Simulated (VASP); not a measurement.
Input of a VASP 6.6.1 run:

Contents of POSCAR:

```
HfO2
1.0
    3.5632897179      0.0000000000      0.0000000000
    0.0000000000      3.5632897179      0.0000000000
    0.0000000000      0.0000000000      5.1901716250
  Hf              O
     2     4
Direct
     0.5000000000000000    0.5000000000000000    0.5000000000000000
     0.0000000000000000    0.0000000000000000    0.0000000000000000
     0.0000000000000000    0.5000000000000000    0.6989183850007429
     0.5000000000000000    0.0000000000000000    0.8010816149992571
     0.5000000000000000    0.0000000000000000    0.3010816149992572
     0.0000000000000000    0.5000000000000000    0.1989183850007428
```

Contents of INCAR.step1:

```
SYSTEM = HfO2
ALGO = Normal
EDIFF = 1E-8
EDIFFG = -0.002
ENCUT = 600
GGA = PE
IBRION = 2
ISIF = 2
ISMEAR = -1
KPAR = 8
LASPH = .TRUE.
LCHARG = .FALSE.
LREAL = .FALSE.
LWAVE = .FALSE.
NELM = 60
NSW = 40
PREC = Accurate
SIGMA = 0.05
```

INCAR.step2

```
SYSTEM = HfO2
ALGO = Normal
EDIFF = 1E-8
ENCUT = 600
GGA = PE
IBRION = 8
ISIF = 2
ISMEAR = -1
KPAR = 8
LASPH = .TRUE.
LCHARG = .FALSE.
LEPSILON = .TRUE.
LREAL = .FALSE.
LWAVE = .FALSE.
NELM = 60
NSW = 1
PREC = Accurate
SIGMA = 0.05
```

The input KPOINTS:

```
k-points
0
G
  6 6 4
  0 0 0
```

Potentials or basis: VASP PAW PBE potentials, release 64 (Hf_pv, O).

The run is started by

```bash
$ cat potpaw_PBE.64/Hf_pv/POTCAR potpaw_PBE.64/O/POTCAR > POTCAR
$ cp INCAR.step1 INCAR
$ mpirun -np 8 vasp_std > vasp.out
$ cp CONTCAR POSCAR
$ cp INCAR.step2 INCAR
$ mpirun -np 8 vasp_std > vasp.out
```

(1) Predict the electronic dielectric tensor (diagonal).

(2) Estimate the Born charges (mean of the diagonal).

(3) Predict the highest phonon frequency at Γ, LO-TO splitting left out.

Answers

(1) 5.19, 5.19, 4.73.

(2) Hf +5.28; O -2.64 e.

(3) 674 cm⁻¹.
